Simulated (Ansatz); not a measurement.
**Relaxation of AlN**

These are results of Ansatz 0.2.0, DFT PBE, scalar-relativistic, plane waves, PAW, not measurements. (420 eV cutoff, 8×8×6 k-mesh, Gaussian smearing of 0.02 eV, no spin polarisation)

What was changed: uniaxial strain along c, with a, b and atoms relaxed: +1.5 %.

Command:

```bash
ansatz run input.yaml --threads 1 --pin off --max-ram 2560MiB --backend cpu --events-out ev --progress --plain --runs-dir out
```

Input:

```yaml
crystal:
  lattice:
    - [2.1933311537, 2.1933311537, 0.0]
    - [-2.1933311537, 2.1933311537, 0.0]
    - [0.0, 0.0, 4.4692218239]
  atoms:
    - { symbol: Al, position: [0.0, 0.0, 0.0] }
    - { symbol: Al, position: [0.5, 0.5, 0.5] }
    - { symbol: "N", position: [0.5, 0.0, 0.25] }
    - { symbol: "N", position: [0.0, 0.5, 0.75] }
basis:
  ecutwfc: 420
kpoints:
  mp_grid: { grid: [8, 8, 6] }
hamiltonian:
  xc: pbe
scf:
  occupations: { method: gaussian, width: 0.02 }
output:
  forces: true
  stress: true
  eigenvalues: true
relax:
  adjacent_minimum: "off"
  f_tol: 0.008
  max_steps: 40
  cell: { stress_tol: 0.015, fix: [c, angles] }
```

F is the free energy. Steps run on the plane waves of an earlier cell, but the last one, and at times one on the way, on a freshly chosen basis, so a repeated geometry can differ a little in energy. The held parts of the cell keep their stress, so P needn't end at zero.

Steps:

```json
{"step": "1", "F − F(1) (eV)": "0.0000", "largest force component (eV/Å)": "0.000", "V (Å³/atom)": "10.750", "P (GPa)": "-1.43"}
{"step": "2", "F − F(1) (eV)": "-0.0003", "largest force component (eV/Å)": "0.000", "V (Å³/atom)": "10.735", "P (GPa)": "-1.16"}
{"step": "3", "F − F(1) (eV)": "-0.0005", "largest force component (eV/Å)": "0.000", "V (Å³/atom)": "10.723", "P (GPa)": "-0.94"}
{"step": "4", "F − F(1) (eV)": "-0.0003", "largest force component (eV/Å)": "0.000", "V (Å³/atom)": "10.723", "P (GPa)": "-0.95"}
```

Relaxed structure:

```
CELL_PARAMETERS angstrom
2.19057 2.19057 0.00000
-2.19057 2.19057 0.00000
0.00000 0.00000 4.46922
ATOMIC_POSITIONS crystal
Al 0.00000 0.00000 0.00000
Al 0.50000 0.50000 0.50000
N 0.50000 0.00000 0.25000
N 0.00000 0.50000 0.75000
```

It takes space group I-4m2 (No. 119, tetragonal). The conventional cell has a = 3.098 Å, b = 3.098 Å, c = 4.469 Å, α = 90.00°, β = 90.00°, γ = 90.00°. Around Al (site symmetry -4m2) lie 4 N at 1.91 Å. N (site symmetry -4m2) is surrounded by 4 Al at 1.91 Å.

The run converged. It took 14 s on 1 thread of Intel(R) Xeon(R) Platinum 8488C (Sapphire Rapids), with other jobs on the host, peak memory 0.4 GiB.